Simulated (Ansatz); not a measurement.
NiSb, a known structure type with other elements, at an estimated volume

```yaml
crystal:
  lattice:
    - [4.10519, 0.00000, 0.00000]
    - [-2.05260, 3.55520, 0.00000]
    - [0.00000, 0.00000, 5.71759]
  atoms:
    - { symbol: Ni, position: [0.00000, 0.00000, 0.00000] }
    - { symbol: Ni, position: [0.00000, 0.00000, 0.50000] }
    - { symbol: Sb, position: [0.33330, 0.66670, 0.25000] }
    - { symbol: Sb, position: [0.66660, 0.33330, 0.75000] }
```

Single point in Ansatz 0.2.0 with r2SCAN, no spin polarisation. Cutoff 500 eV, PAW datasets, 10×10×6 Γ-centred k mesh, fermi-dirac filling (width 0.1267 eV).

Q: How is the charge shared?

A: Bader charges in e: Ni -0.05, Sb +0.05. In the mean Sb gives up most and Ni takes most.

Q: Are the atoms at rest?

A: The forces vanish by the symmetry of the sites.

Q: Is it stable against the elements?

A: -0.03 eV an atom against the elements' usual phases (free molecules for gases, crystals otherwise, with no correction for O₂ or N₂), too near zero to call. Relaxing would lower it.

Q: Metal or insulator?

A: It is a metal, with about 2.7 states/eV a cell as the mean within 0.25 eV of the Fermi level, mostly Ni d (53 %) and Sb p (35 %).

Origin: a known structure type with other elements, at an estimated volume, so it need not be a known compound. Caveats: no spin polarisation, so a magnetic state may lie lower.
